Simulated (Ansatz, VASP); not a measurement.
# Al: VASP beside Ansatz

INCAR

```
SYSTEM = Al
ALGO = Normal
EDIFF = 1E-7
ENCUT = 520
GGA = PE
ISIF = 2
ISMEAR = -1
LASPH = .True.
LCHARG = .False.
LREAL = .False.
LWAVE = .False.
NBANDS = 10
NELM = 60
PREC = Accurate
SIGMA = 0.05
```

KPOINTS

```
k-points
0
Gamma
  11 11 6
  0 0 0
```

POSCAR

```
Al
1.0
    2.8494655872      0.0000000000      0.0000000000
   -1.4247327935      2.4677095857      0.0000000000
    0.0000000000      0.0000000000      4.9308948445
Al
2
Direct
    0.3333333333      0.6666666667      0.2500000000
    0.6666666667      0.3333333333      0.7500000000
```

Contents of input.yaml:

```yaml
crystal:
  lattice:
    - [2.8494655872, 0.0, 0.0]
    - [-1.4247327935, 2.4677095857, 0.0]
    - [0.0, 0.0, 4.9308948445]
  atoms:
    - { symbol: Al, position: [0.3333333333, 0.6666666667, 0.25] }
    - { symbol: Al, position: [0.6666666667, 0.3333333333, 0.75] }
hamiltonian:
  xc: pbe
  pseudopotentials: { kind: paw }
kpoints:
  mp_grid: { grid: [11, 11, 6] }
scf:
  occupations: { method: fermi_dirac, width: 0.05 }
output:
  forces: true
  stress: true
  eigenvalues: true
  write_density: true
  write_potential: true
  elf: true
  volumetric_format: npy
```

Change from the starting cell: volume scaled by 1.04.

Alike in both runs: task single point; functional PBE; k mesh 11 × 11 × 6; occupations fermi-dirac, width 0.05 eV; no spin polarisation.

|  | VASP | Ansatz |
| --- | --- | --- |
| version | VASP 6.6.1 | Ansatz 0.2.0 |
| potentials or method | VASP PAW PBE potentials, release 64 (Al) | Ansatz PAW |
| plane-wave cutoff (eV) | 520 | 420 |
| valence electrons in the cell | 6 | 6 |

|  | VASP | Ansatz | Ansatz less VASP |
| --- | --- | --- | --- |
| gap on the k mesh at the Fermi level (eV) | none | none | - |
| pressure (GPa) | -2.6 | -2.6 | +0.03 |
| largest component of the traceless stress (GPa) | 2.47 | 2.48 | +0.011 |

A gap of «none» marks a metal or a gap that the smearing closes.
